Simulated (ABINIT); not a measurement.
Ge:

```
Ge
1.0
     3.99759    0.00000    0.00000
    -1.99879    3.46201    0.00000
     0.00000    0.00000    6.59938
Ge
4
Direct
  0.33333 0.66667 0.93710
  0.66667 0.33333 0.43710
  0.33333 0.66667 0.56290
  0.66667 0.33333 0.06290
```

This isn't the form of Ge at room conditions, which is diamond.

Base run:

| Item | Value |
| --- | --- |
| Program | ABINIT 10.8.3 (patched build) |
| Functional | LDA |
| Potentials or basis | JTH PAW LDA v2.0 |
| Cutoff | 599 eV |
| k mesh | 8 × 8 × 4 |
| Occupations | fermi-dirac, width 0.05 eV |
| Spin | no spin polarisation |

Its results: pressure -2.4 GPa.

Question: The run is repeated on the same cell with these changes: functional from LDA to PBEsol; potentials or basis from JTH PAW LDA v2.0 to JTH PAW PBE v2.0. What comes out?

Answer: Pressure -0.5 GPa.

Caveats: the PAW data sets were made with another functional, which shifts forces and pressure a little (some runs).
